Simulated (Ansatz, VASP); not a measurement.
# KCl (Sylvite) in VASP and in Ansatz

```
CELL_PARAMETERS angstrom
0.00000 3.14485 3.14485
3.14485 0.00000 3.14485
3.14485 3.14485 0.00000
ATOMIC_POSITIONS crystal
K 0.00000 0.00000 0.00000
Cl 0.50000 0.50000 0.50000
```

Alike in both runs: task single point; functional PBE; k mesh 6 × 6 × 6; no spin polarisation.

|  | VASP | Ansatz |
| --- | --- | --- |
| version | VASP 6.6.1 | Ansatz 0.2.0 |
| potentials or method | VASP PAW PBE potentials, release 64 (K_sv, Cl) | plane waves, PAW |
| plane-wave cutoff (eV) | 520 | 420 |
| occupations | gaussian, width 0.01 eV | fixed |
| valence electrons in the cell | 16 | 16 |

```csv
,VASP,Ansatz,Ansatz less VASP
gap on the k mesh at the Fermi level (eV),5.19,5.19,+0.002
```
